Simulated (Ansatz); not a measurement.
# CdSe: the cost of one run

Computed with Ansatz 0.2.0 (DFT PBE, scalar-relativistic, plane waves, PAW, unless a step's input says otherwise).

**1. The starting structure**

It takes space group F-43m (No. 216, cubic). The conventional cell has a = 6.141 Å, b = 6.141 Å, c = 6.141 Å, α = 90.00°, β = 90.00°, γ = 90.00°. Around Cd (site symmetry -43m) lie 4 Se at 2.66 Å. Se (site symmetry -43m) has 4 Cd at 2.66 Å as nearest neighbours.

Structure file:

```xyz
2
Lattice="0.0000 3.0703 3.0703 3.0703 0.0000 3.0703 3.0703 3.0703 0.0000" Properties=species:S:1:pos:R:3 pbc="T T T"
Cd    0.0000    0.0000    0.0000
Se    4.6054    4.6054    4.6054
```

It goes back to an entry of the Materials Project, which need not be the stable form.

No relaxation comes first: the listed cell is the starting point.

**2. Zero of energy**

The reference gives a free energy of -13724.7906 eV, pressure 1.29 GPa, largest force 0.000 eV/Å and gap on the mesh 0.55 eV. It was computed beforehand with the settings of the runs below.

**3. Setting up biaxial against axial strain**

The cell is strained by p along both x and y and by q along z, with fractional coordinates fixed.

**4. Point p = -0.050, q = -0.050**

input.yaml reads:

```yaml
crystal:
  lattice:
    - [0.0, 2.9167576387, 2.9167576387]
    - [2.9167576387, 0.0, 2.9167576387]
    - [2.9167576387, 2.9167576387, 0.0]
  atoms:
    - { symbol: Cd, position: [0.0, 0.0, 0.0] }
    - { symbol: Se, position: [0.75, 0.75, 0.75] }
basis:
  ecutwfc: 420
kpoints:
  mp_grid: { grid: [10, 10, 10] }
hamiltonian:
  xc: pbe
scf:
  occupations: { method: gaussian, width: 0.05 }
output:
  forces: true
  stress: true
  eigenvalues: true
```

Run with:

```console
> ansatz run input.yaml --threads 1 --pin off --max-ram 1228MiB --backend cpu --events-out ev --progress --plain --runs-dir out
```

What time and memory should one allow on 1 thread of an x86-64 CPU, shared host?

About 1.5 s, with a peak of 0.42 GiB.
